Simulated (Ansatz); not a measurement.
One input, then a changed one: W$_{2}$C

First run: DFT, PBE, all-electron LAPW, scalar-relativistic (Ansatz 0.2.0).

Command: `ansatz run input.yaml --threads 1 --pin off --max-ram 3072MiB --backend cpu --events-out ev --progress --plain --runs-dir out` It took 90 s on 1 thread of Arm Neoverse V1, with other jobs on the host, peak memory 0.7 GiB.

```yaml
crystal:
  lattice:
    - [3.070045642, 0.0, 0.0]
    - [-1.535022821, 2.6587375167, 0.0]
    - [0.0, 0.0, 4.678428]
  atoms:
    - { symbol: W, position: [0.3333333333, 0.6666666667, 0.746331] }
    - { symbol: W, position: [0.6666666667, 0.3333333333, 0.253669] }
    - { symbol: C, position: [0.0, 0.0, 0.0] }
kpoints:
  mp_grid: { grid: [11, 11, 7] }
scf:
  occupations: { method: fermi_dirac, width: 0.05 }
hamiltonian:
  xc: pbe
  pseudopotentials: { kind: all_electron, lapw: { basis_error: 0.001 } }
output:
  forces: true
  stress: true
  eigenvalues: true
  populations: true
```

The cell is Materials Project entry mp-1008625, used as a structure alone.

It converges in 11 SCF iterations at a pressure of -1.87 GPa, largest force 0.091 eV/Å.

A second input differs as follows:

```diff
 scf:
-  occupations: { method: fermi_dirac, width: 0.05 }
+  occupations: { method: fixed }
+  max_iter: 100
 hamiltonian:
```

**Question.** What is wrong with it, and what does the program do?

**Answer.** The change was made to test fixed occupations whatever the gap. The run converges in 9 SCF iterations at a pressure of 1.49 GPa, largest force 0.172 eV/Å, free energy +189.7 meV/atom against the first run's. Compare each number with the sound run's before taking it for a property of the system. The log ends:
```
  k-point 0: bands = ["-391.9746", "-391.9746", "-391.9746", "-391.9746", "-391.9558", "-391.9558", "-239.9258", "-207.0376", "-207.0376", "-207.0376", "-207.0376", "-207.0224", "-207.0224", "-207.0162", "-207.0162", "-207.0162", "-207.0162", "-47.9907", "-47.9152", "-12.6730", "-12.1048", "-12.1048", "-11.9702", "-11.9702", "-11.7878", "-2.2293", "-2.2271", "-2.2031", "-2.2012", "-2.2006", "-2.1979", "-2.1979", "-2.1926", "-2.1926", "-2.1896", "-2.1896", "-2.1823", "-2.1748", "-2.1748", "12.2323", "18.4058", "21.4019", "21.4019", "22.8671", "25.3211", "25.4216", "25.4216", "25.7221", "25.7221", "27.3509", "27.3509", "28.3873", "33.5565", "34.2159", "34.2159", "37.1893", "40.1807"]
  k-point 1: bands = ["-391.9746", "-391.9746", "-391.9746", "-391.9746", "-391.9558", "-391.9558", "-239.9258", "-207.0376", "-207.0376", "-207.0376", "-207.0376", "-207.0224", "-207.0224", "-207.0162", "-207.0162", "-207.0162", "-207.0162", "-47.9870", "-47.9189", "-12.6318", "-12.0982", "-12.0982", "-11.9768", "-11.9768", "-11.8343", "-2.2297", "-2.2270", "-2.2030", "-2.2013", "-2.2004", "-2.2004", "-2.1996", "-2.1933", "-2.1933", "-2.1871", "-2.1871", "-2.1831", "-2.1740", "-2.1740", "12.3286", "18.2811", "21.3323", "21.3323", "22.9216", "25.0899", "25.1925", "25.1925", "25.9691", "25.9691", "27.7007", "27.7007", "28.7666", "32.8609", "33.6801", "33.6801", "37.8090", "39.6316"]
  k-point 2: bands = ["-391.9746", "-391.9746", "-391.9746", "-391.9746", "-391.9558", "-391.9558", "-239.9258", "-207.0376", "-207.0376", "-207.0376", "-207.0376", "-207.0224", "-207.0224", "-207.0162", "-207.0162", "-207.0162", "-207.0162", "-47.9766", "-47.9294", "-12.5151", "-12.0801", "-12.0801", "-11.9952", "-11.9952", "-11.9629", "-2.2303", "-2.2271", "-2.2033", "-2.2033", "-2.2028", "-2.2016", "-2.1967", "-2.1965", "-2.1965", "-2.1853", "-2.1818", "-2.1818", "-2.1731", "-2.1731", "12.5613", "17.9744", "21.1936", "21.1936", "23.1193", "24.6229", "24.7775", "24.7775", "26.7073", "26.7073", "28.2740", "28.2740", "29.5087", "31.8255", "32.5283", "32.5283", "37.7389", "40.1231"]
[... lines left out ...]
     1      W     73.5200
     2      C      6.7565
  spilling = 0.001322 (of n_electrons = 154.000000)
```
